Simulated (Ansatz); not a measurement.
**GaP under changes of volume**

One of the cells (21.026 Å³/atom); the others are scaled copies at fixed shape and fractional positions:

```xyz
4
Lattice="1.9430 1.1218 6.4308 -1.9430 1.1218 6.4308 0.0000 -2.2436 6.4308" Properties=species:S:1:pos:R:3 pbc="T T T"
Ga    0.0000    0.0000   10.8930
Ga    0.0000    0.0000    8.3994
P     0.0000    0.0000   18.1853
P     0.0000    0.0000    1.1072
```

Measurements of this composition are mostly on another form, of space group No. 216.

```yaml
Program: Ansatz 0.2.0
Functional: PBEsol
Potentials_or_basis: all-electron LAPW, scalar-relativistic
Cutoff: 284 eV (chosen from the basis error)
Basis_error_allowed: 0.002 eV/atom
k_mesh: 8 × 8 × 8
Occupations: fermi-dirac, width 0.05 eV
Spin: no spin polarisation
```

| volume (Å³/atom) | energy over the lowest point (meV/atom) | pressure (GPa) | gap on the mesh (eV) | largest force (eV/Å) |
| --- | --- | --- | --- | --- |
| 19.764 | 2.68 | 1.9 | 0.72 | 0.279 |
| 20.185 | 0.00 | 0.2 | 0.73 | 0.215 |
| 20.605 | 1.71 | -1.4 | 0.73 | 0.155 |
| 21.026 | 7.33 | -2.8 | 0.73 | 0.100 |
| 21.446 | ? | ? | ? | ? |
| 21.867 | 28.62 | -5.2 | 0.71 | 0.009 |
| 22.287 | 43.57 | -6.2 | 0.70 | 0.042 |

What does the run at 21.446 Å³/atom give?

Energy over the lowest point 16.42 meV/atom; pressure -4.1 GPa; gap on the mesh 0.73 eV; largest force 0.049 eV/Å.

Worked out: A Birch-Murnaghan fit of order 3 (a polynomial in V^(-2/3)) to the other rows has its minimum at 20.22 Å³/atom with B0 = V·E''(V) = 79 GPa and B' = 4.5 at fixed shape and positions, which overstates the stiffness. It gives 16.41 meV/atom at 21.446 Å³/atom, against the run's 16.42, and -dE/dV = -4.1 GPa, against -4.1. A parabola through the other rows of the gap, of slope -0.421 eV per unit of ln V there, gives 0.72 eV, against the run's 0.73.

Energies are extrapolated to zero smearing.

A mesh can miss the band edges. Spin-orbit coupling on Ga is left out.
